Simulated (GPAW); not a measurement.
## RbBr (Fm-3m): dielectric function and energy loss

Wanted: optical spectrum and plasmon of RbBr (Fm-3m), with cost.

Program: GPAW 26.7.0. Level of theory: PBE and many-body steps on it, plane waves. Values are calculated unless marked as measured.

Report form: inputs, costs, results and the conclusion, without the logs.

The database entry behind the starting cell differs from other determinations of this structure, so it need not match the best structure at room temperature.

### 1. Starting point

It takes space group Fm-3m (No. 225, cubic). Conventional cell: a = 6.854 Å, b = 6.854 Å, c = 6.854 Å, α = 90.00°, β = 90.00°, γ = 90.00°. Nearest to Rb lie 6 Br at 3.43 Å. Nearest to Br lie 6 Rb at 3.43 Å. Farther neighbours, and contacts between anions beyond the nearest, are not listed.

Structure file:

```xyz
2
Lattice="0.0000 3.4270 3.4270 3.4270 0.0000 3.4270 3.4270 3.4270 0.0000" Properties=species:S:1:pos:R:3 pbc="T T T"
Rb    0.0000    0.0000    0.0000
Br    3.4270    3.4270    3.4270
```

The cell and positions come from the Crystallography Open Database and are kept as given unless a step says otherwise.

### 2. Empty states on the mesh, 6×6×6 mesh, 107 bands

This step: GPAW 26.7.0; DFT, PBE, plane waves, PAW.

The sums over transitions need many empty states on a uniform mesh; this step solves for them.

File run.py:

```python
import json
import numpy as np
from gpaw.mpi import world
from gpaw import GPAW

calc = GPAW('gs.gpw').fixed_density(kpts={'size': (6, 6, 6), 'gamma': True},
    nbands=124,
    convergence={'bands': 107},
    txt='nscf.txt')
calc.write('full.gpw', mode='all')
res = {}
kpts = calc.get_ibz_k_points()
res['kpts'] = kpts
res['eigenvalues'] = [calc.get_eigenvalues(kpt=k) for k in range(len(kpts))]
res['n_electrons'] = calc.get_number_of_electrons()

if world.rank == 0:
    with open('result.json', 'w') as f:
        json.dump(res, f, default=lambda x: x.tolist())
```

The run is started by

```console
$ mpirun -n 4 gpaw python run.py
```

The job ended after 21 s (4 MPI ranks of Arm Neoverse V2, shared host; peak memory 0.74 GiB).

Numbers from this step:

```
gap                                                           : 4.368 eV
k of the valence top                                          : 0, 0, 0
k of the conduction bottom                                    : 0, 0, 0
least direct gap                                              : 4.368 eV
k points computed                                             : 16
lowest point of the top converged band, above the valence top : 61.4677 eV
```

On this mesh the gap is 4.368 eV.

### 3. RPA response

The response function is computed on a frequency grid, with local fields up to the given cutoff.

This step: linear response, RPA, on PBE, plane waves, PAW.

File run.py:

```python
import json
import numpy as np
from gpaw.mpi import world
from gpaw.response.df import DielectricFunction

df = DielectricFunction('full.gpw',
    ecut=50,
    nbands=107,
    eta=0.2,
    frequencies={'type': 'nonlinear', 'domega0': 0.05, 'omega2': 10.0},
    intraband=False,
    txt='df.txt')
res = {'optical': {}, 'eels': []}
for d in 'x':
    y0, y = df.get_dielectric_function(direction=d, xc='RPA', filename=None)
    res['optical'][d] = [y0.real, y0.imag, y.real, y.imag]
res['w'] = df.get_frequencies()
for q_c in [[0.1666666667, 0, 0], [0.5, 0, 0], [0.8333333333, 0, 0], [1.1666666667, 0, 0]]:
    res['eels'].append(df.get_eels_spectrum(q_c=q_c, xc='RPA', filename=None))

if world.rank == 0:
    with open('result.json', 'w') as f:
        json.dump(res, f, default=lambda x: x.tolist())
```

The run is started by

```console
$ mpirun -n 4 gpaw python run.py
```

It took 14 s on 4 MPI ranks; peak memory 1.2 GiB.

Numbers from this step:

| Quantity | Value |
| --- | --- |
| ε at zero frequency | 2.356 |
| the same without local fields | 2.816 |

The static value is 2.36.

The ε₂ has structure finer than the step of the table below, so its rows give means over 1 eV. Peaks (eV: height): xx, no local fields 7.2: 3.71, 9.0: 4.14, 14.6: 2.10, 17.4: 2.15; xx, local fields 5.2: 0.904, 7.2: 2.66, 9.2: 2.53, 15.6: 1.40, 21.2: 1.05.

RPA, broadening 0.2 eV. Table of ε₂ by photon energy; means over each step:

| photon energy (eV) | xx, no local fields | xx, local fields |
| --- | --- | --- |
| 1 | 0.0106 | 0.00749 |
| 2 | 0.0244 | 0.0173 |
| 3 | 0.0494 | 0.0356 |
| 4 | 0.160 | 0.125 |
| 5 | 0.693 | 0.553 |
| 6 | 1.77 | 1.16 |
| 7 | 3.09 | 2.04 |
| 8 | 2.21 | 1.53 |
| 9 | 3.35 | 1.89 |
| 10 | 2.46 | 2.23 |
| 11 | 1.09 | 1.26 |
| 12 | 0.936 | 0.801 |
| 13 | 0.781 | 0.607 |
| 14 | 1.35 | 0.485 |
| 15 | 1.92 | 1.01 |
| 16 | 1.33 | 1.24 |
| 17 | 1.54 | 0.958 |
| 18 | 1.83 | 0.924 |
| 19 | 1.27 | 0.779 |
| 20 | 1.09 | 0.742 |
| 21 | 0.720 | 0.869 |
| 22 | 0.392 | 0.623 |
| 23 | 0.417 | 0.535 |
| 24 | 0.279 | 0.556 |
| 25 | 0.221 | 0.473 |
| 26 | 0.228 | 0.336 |
| 27 | 0.230 | 0.342 |
| 28 | 0.184 | 0.344 |
| 29 | 0.155 | 0.320 |
| 30 | 0.113 | 0.332 |
| 31 | 0.0864 | 0.251 |
| 32 | 0.0879 | 0.226 |
| 33 | 0.0661 | 0.234 |
| 34 | 0.0535 | 0.160 |
| 35 | 0.0498 | 0.155 |
| 36 | 0.0554 | 0.139 |
| 37 | 0.0498 | 0.152 |
| 38 | 0.0369 | 0.128 |
| 39 | 0.0324 | 0.111 |

The loss function, xx has structure finer than the step of the table below, so its rows give means over 2 eV. Peaks (eV: height): 11.0: 0.832, 11.8: 0.833, 13.0: 0.693, 18.8: 0.774, 21.8: 1.16, 24.0: 0.898, 30.4: 0.630.

Optical limit, local fields. Table of loss function, xx by energy loss; means over each step:

| energy loss (eV) | loss function, xx |
| --- | --- |
| 2 | 0.00300 |
| 4 | 0.0179 |
| 6 | 0.102 |
| 8 | 0.246 |
| 10 | 0.416 |
| 12 | 0.663 |
| 14 | 0.291 |
| 16 | 0.473 |
| 18 | 0.615 |
| 20 | 0.612 |
| 22 | 0.822 |
| 24 | 0.772 |
| 26 | 0.696 |
| 28 | 0.557 |
| 30 | 0.565 |
| 32 | 0.435 |
| 34 | 0.342 |
| 36 | 0.250 |
| 38 | 0.225 |

The -Im 1/eps(q) has structure finer than the step of the table below, so its rows give means over 1 eV. Peaks (eV: height): q = 0.265 1/A 11.8: 0.830, 18.8: 0.768, 21.8: 1.15, 24.0: 0.886; q = 0.794 1/A 18.8: 0.701, 21.8: 0.950, 24.8: 0.765, 27.0: 0.648; q = 1.323 1/A 21.8: 0.690, 24.8: 0.637, 27.0: 0.583, 28.6: 0.548; q = 1.852 1/A 24.8: 0.388, 27.0: 0.417, 28.4: 0.417, 32.6: 0.417.

RPA, local fields; q along the first reciprocal vector. The -Im 1/eps(q) by energy loss; means over each step:

| energy loss (eV) | q = 0.265 1/A | q = 0.794 1/A | q = 1.323 1/A | q = 1.852 1/A |
| --- | --- | --- | --- | --- |
| 1 | 0.00125 | 8.7e-4 | 5.0e-4 | 2.7e-4 |
| 2 | 0.00272 | 0.00186 | 0.00106 | 5.7e-4 |
| 3 | 0.00488 | 0.00313 | 0.00174 | 9.4e-4 |
| 4 | 0.0107 | 0.00517 | 0.00277 | 0.00151 |
| 5 | 0.0474 | 0.0122 | 0.00554 | 0.00298 |
| 6 | 0.0880 | 0.0418 | 0.0158 | 0.00936 |
| 7 | 0.170 | 0.106 | 0.0518 | 0.0323 |
| 8 | 0.281 | 0.206 | 0.0947 | 0.0435 |
| 9 | 0.209 | 0.156 | 0.0868 | 0.0512 |
| 10 | 0.357 | 0.269 | 0.140 | 0.0792 |
| 11 | 0.643 | 0.393 | 0.172 | 0.0605 |
| 12 | 0.655 | 0.462 | 0.214 | 0.0805 |
| 13 | 0.523 | 0.396 | 0.237 | 0.101 |
| 14 | 0.247 | 0.254 | 0.146 | 0.0731 |
| 15 | 0.308 | 0.378 | 0.263 | 0.131 |
| 16 | 0.516 | 0.546 | 0.357 | 0.142 |
| 17 | 0.586 | 0.571 | 0.365 | 0.146 |
| 18 | 0.588 | 0.582 | 0.394 | 0.180 |
| 19 | 0.696 | 0.640 | 0.442 | 0.221 |
| 20 | 0.606 | 0.543 | 0.402 | 0.245 |
| 21 | 0.639 | 0.638 | 0.540 | 0.309 |
| 22 | 0.935 | 0.800 | 0.613 | 0.318 |
| 23 | 0.702 | 0.629 | 0.494 | 0.295 |
| 24 | 0.795 | 0.687 | 0.564 | 0.328 |
| 25 | 0.814 | 0.726 | 0.592 | 0.364 |
| 26 | 0.643 | 0.564 | 0.496 | 0.338 |
| 27 | 0.583 | 0.568 | 0.519 | 0.371 |
| 28 | 0.545 | 0.517 | 0.484 | 0.362 |
| 29 | 0.527 | 0.534 | 0.520 | 0.388 |
| 30 | 0.591 | 0.577 | 0.519 | 0.387 |
| 31 | 0.501 | 0.475 | 0.456 | 0.347 |
| 32 | 0.412 | 0.433 | 0.442 | 0.385 |
| 33 | 0.439 | 0.434 | 0.457 | 0.398 |
| 34 | 0.314 | 0.326 | 0.372 | 0.363 |
| 35 | 0.275 | 0.297 | 0.354 | 0.354 |
| 36 | 0.232 | 0.259 | 0.308 | 0.322 |
| 37 | 0.256 | 0.274 | 0.326 | 0.355 |
| 38 | 0.212 | 0.218 | 0.267 | 0.304 |
| 39 | 0.182 | 0.201 | 0.249 | 0.294 |

### 4. ALDA response

This step: linear response, ALDA, on PBE, plane waves, PAW.

run.py, as its differences from that of step 3:

```diff
@@ -14,7 +14,7 @@
 for d in 'x':
-    y0, y = df.get_dielectric_function(direction=d, xc='RPA', filename=None)
+    y0, y = df.get_dielectric_function(direction=d, xc='ALDA', filename=None)
     res['optical'][d] = [y0.real, y0.imag, y.real, y.imag]
 res['w'] = df.get_frequencies()
-for q_c in [[0.1666666667, 0, 0], [0.5, 0, 0], [0.8333333333, 0, 0], [1.1666666667, 0, 0]]:
-    res['eels'].append(df.get_eels_spectrum(q_c=q_c, xc='RPA', filename=None))
+for q_c in [[0.8333333333, 0, 0]]:
+    res['eels'].append(df.get_eels_spectrum(q_c=q_c, xc='ALDA', filename=None))
```

The run is started by

```console
$ mpirun -n 4 gpaw python run.py
```

It took 8.2 s on 4 MPI ranks; peak memory 1.2 GiB.

Numbers from this step:

| Quantity | Value |
| --- | --- |
| ε at zero frequency | 2.527 |
| the same without local fields | 2.816 |

The static value is 2.53.

The ε₂ has structure finer than the step of the table below, so its rows give means over 1 eV. Peaks (eV: height): xx, no local fields 7.2: 3.71, 9.0: 4.14, 14.6: 2.10, 17.4: 2.15; xx, local fields 5.2: 1.21, 6.2: 2.40, 7.0: 2.96, 9.2: 3.08, 15.2: 1.76, 21.2: 1.20.

ALDA, broadening 0.2 eV. The ε₂ by photon energy; means over each step:

| photon energy (eV) | xx, no local fields | xx, local fields |
| --- | --- | --- |
| 1 | 0.0106 | 0.00924 |
| 2 | 0.0244 | 0.0216 |
| 3 | 0.0494 | 0.0451 |
| 4 | 0.160 | 0.163 |
| 5 | 0.693 | 0.762 |
| 6 | 1.77 | 1.68 |
| 7 | 3.09 | 2.47 |
| 8 | 2.21 | 1.48 |
| 9 | 3.35 | 2.29 |
| 10 | 2.46 | 2.28 |
| 11 | 1.09 | 1.09 |
| 12 | 0.936 | 0.750 |
| 13 | 0.781 | 0.618 |
| 14 | 1.35 | 0.650 |
| 15 | 1.92 | 1.46 |
| 16 | 1.33 | 1.23 |
| 17 | 1.54 | 0.878 |
| 18 | 1.83 | 0.988 |
| 19 | 1.27 | 0.826 |
| 20 | 1.09 | 0.888 |
| 21 | 0.720 | 1.00 |
| 22 | 0.392 | 0.607 |
| 23 | 0.417 | 0.602 |
| 24 | 0.279 | 0.539 |
| 25 | 0.221 | 0.427 |
| 26 | 0.228 | 0.312 |
| 27 | 0.230 | 0.347 |
| 28 | 0.184 | 0.356 |
| 29 | 0.155 | 0.317 |
| 30 | 0.113 | 0.290 |
| 31 | 0.0864 | 0.208 |
| 32 | 0.0879 | 0.198 |
| 33 | 0.0661 | 0.183 |
| 34 | 0.0535 | 0.126 |
| 35 | 0.0498 | 0.123 |
| 36 | 0.0554 | 0.116 |
| 37 | 0.0498 | 0.120 |
| 38 | 0.0369 | 0.0932 |
| 39 | 0.0324 | 0.0774 |

### 5. RPA response, local-field cutoff (6×6×6 mesh, 107 bands, screening to 5 eV, broadening 0.2 eV)

This step: linear response, RPA, on PBE, plane waves, PAW.

run.py, as its differences from that of step 4:

```diff
@@ -6,3 +6,3 @@
 df = DielectricFunction('full.gpw',
-    ecut=50,
+    ecut=5,
     nbands=107,
@@ -14,3 +14,3 @@
 for d in 'x':
-    y0, y = df.get_dielectric_function(direction=d, xc='ALDA', filename=None)
+    y0, y = df.get_dielectric_function(direction=d, xc='RPA', filename=None)
     res['optical'][d] = [y0.real, y0.imag, y.real, y.imag]
@@ -18,3 +18,3 @@
 for q_c in [[0.8333333333, 0, 0]]:
-    res['eels'].append(df.get_eels_spectrum(q_c=q_c, xc='ALDA', filename=None))
+    res['eels'].append(df.get_eels_spectrum(q_c=q_c, xc='RPA', filename=None))
```

The run is started by

```console
$ mpirun -n 4 gpaw python run.py
```

Wall time 6.3 s (4 MPI ranks); peak memory 0.98 GiB.

This step gave:

```yaml
eps_at_zero_frequency: 2.816
the_same_without_local_fields: 2.816
```

The static value is 2.82.

### 6. RPA response, fewer bands (6×6×6 mesh, 10 bands, screening to 50 eV, broadening 0.2 eV)

run.py, as its differences from that of step 5:

```diff
@@ -6,4 +6,4 @@
 df = DielectricFunction('full.gpw',
-    ecut=5,
-    nbands=107,
+    ecut=50,
+    nbands=10,
     eta=0.2,
@@ -17,3 +17,3 @@
 res['w'] = df.get_frequencies()
-for q_c in [[0.8333333333, 0, 0]]:
+for q_c in []:
     res['eels'].append(df.get_eels_spectrum(q_c=q_c, xc='RPA', filename=None))
```

The run is started by

```console
$ mpirun -n 4 gpaw python run.py
```

It took 3 s on 4 MPI ranks; peak memory 0.56 GiB; 12 s of CPU time.

Read from the output:

```
ε at zero frequency           : 1.726
the same without local fields : 1.777
```

### 7. RPA response, scissors (6×6×6 mesh, 107 bands, screening to 50 eV, broadening 0.2 eV)

run.py, as its differences from that of step 6:

```diff
@@ -7,3 +7,3 @@
     ecut=50,
-    nbands=10,
+    nbands=107,
     eta=0.2,
@@ -11,2 +11,3 @@
     intraband=False,
+    eshift=1.0,
     txt='df.txt')
```

The run is started by

```console
$ mpirun -n 4 gpaw python run.py
```

Run time: 4.6 s. Hardware: 4 MPI ranks; peak memory 1.1 GiB.

Read from the output:

* ε at zero frequency: 2.238
* the same without local fields: 2.638

The static value is 2.24.

### 8. RPA response, more bands than the file holds (6×6×6 mesh, 321 bands, screening to 30 eV, broadening 0.2 eV)

run.py, as its differences from that of step 7:

```diff
@@ -6,4 +6,4 @@
 df = DielectricFunction('full.gpw',
-    ecut=50,
-    nbands=107,
+    ecut=30,
+    nbands=321,
     eta=0.2,
@@ -11,3 +11,2 @@
     intraband=False,
-    eshift=1.0,
     txt='df.txt')
```

The run is started by

```console
$ mpirun -n 4 gpaw python run.py
```

Elapsed: 12 s, on 4 MPI ranks; peak memory 0.56 GiB; 5.7 s of CPU time.

The run stopped with an error after 12 s.

The fault put into this input: more bands than the file holds.

### 9. The runs together

Times are wall times on 4 MPI ranks of Arm Neoverse V2, shared host, good to a factor of about two.

| run | ε(0) | without local fields | loss peak (eV) | time |
| --- | --- | --- | --- | --- |
| RPA response | 2.36 | 2.82 | - | 14 s |
| ALDA response | 2.53 | 2.82 | - | 8.2 s |
| RPA response, local-field cutoff (6×6×6 mesh, 107 bands, screening to 5 eV, broadening 0.2 eV) | 2.82 | 2.82 | - | 6.3 s |
| RPA response, fewer bands (6×6×6 mesh, 10 bands, screening to 50 eV, broadening 0.2 eV) | 1.73 | 1.78 | - | 3 s |
| RPA response, scissors (6×6×6 mesh, 107 bands, screening to 50 eV, broadening 0.2 eV) | 2.24 | 2.64 | - | 4.6 s |

### 10. Outcome

```
RPA response                                                                                   : ε(0) 2.36
ALDA response                                                                                  : ε(0) 2.53
RPA response, local-field cutoff (6×6×6 mesh, 107 bands, screening to 5 eV, broadening 0.2 eV) : ε(0) 2.82
RPA response, fewer bands (6×6×6 mesh, 10 bands, screening to 50 eV, broadening 0.2 eV)        : ε(0) 1.73
RPA response, scissors (6×6×6 mesh, 107 bands, screening to 50 eV, broadening 0.2 eV)          : ε(0) 2.24
```

**Reading.** In the optical limit the electronic ε(0) is 2.36, against 2.82 without local fields. ALDA response: ε(0) = 2.53. RPA response, local-field cutoff (6×6×6 mesh, 107 bands, screening to 5 eV, broadening 0.2 eV): ε(0) = 2.82. RPA response, fewer bands (6×6×6 mesh, 10 bands, screening to 50 eV, broadening 0.2 eV): ε(0) = 1.73. RPA response, scissors (6×6×6 mesh, 107 bands, screening to 50 eV, broadening 0.2 eV): ε(0) = 2.24. ε(0) converges slowly with a Γ-centred mesh, and this one is not shown settled. Unless a shift is named, the levels are those of the density functional, and only a kernel with a long-range part can bind an exciton.

[Long decimals in the printed logs are rounded to 6 places.]

[Logs are printed without paths, hosts, clocks, repeated set-up lines and the standing remarks that a program may print on its own settings, such as how far it seeks lower states.]

[Paths, hosts, dates, memory and timing lines, banners, echoed tables and standing remarks are left out of the program output; an Ansatz launch command may be rebuilt from the run's recorded settings. Measured values are a selection of at most five: reports struck by readers or far from the other reports are left out. None is set beside runs whose start may be inverted or whose files or cutoffs have a known fault.]

[Runs of the session that timed out or met a known fault of the program may be left out.]

[Hosts, paths, dates, database ids (printed as entryN), source tags and the programs' standing remarks are cut or masked in the printed files.]

[Where the starting crystal was built by hand or by swapping elements, it need not be the compound's stable phase.]
